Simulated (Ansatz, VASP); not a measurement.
# MgS in VASP and in Ansatz

```
Mg S
1.0
     0.00000    2.50770    2.50770
     2.50770    0.00000    2.50770
     2.50770    2.50770    0.00000
Mg S
1 1
Direct
  0.00000 0.00000 0.00000
  0.50000 0.50000 0.50000
```

Alike in both runs: functional PBE; k mesh 8 × 8 × 8; no spin polarisation.

Ansatz relaxed the structure, and its values are those at the end. VASP's run is a single point on that final structure, the one shown.

|  | VASP | Ansatz |
| --- | --- | --- |
| version | VASP 6.6.1 | Ansatz 0.2.0 |
| potentials or method | VASP PAW PBE potentials, release 64 (Mg, S) | scalar-relativistic, plane waves, PAW |
| plane-wave cutoff (eV) | 520 | 420 |
| occupations | gaussian, width 0.01 eV | fixed |
| valence electrons in the cell | 8 | 16 |

|  | VASP | Ansatz | Ansatz less VASP |
| --- | --- | --- | --- |
| gap on the k mesh at the Fermi level (eV) | 3.01 | 3.01 | +0.007 |
| least direct gap on the mesh (eV) | 4.65 | 4.65 | +0.008 |
| pressure (GPa) | 11.7 | 12.0 | +0.33 |

The two sets of potentials don't hold the same shells in valence.

A k mesh can miss the band edges. A hybrid or GW would open this gap; PBE tends to underestimate it.
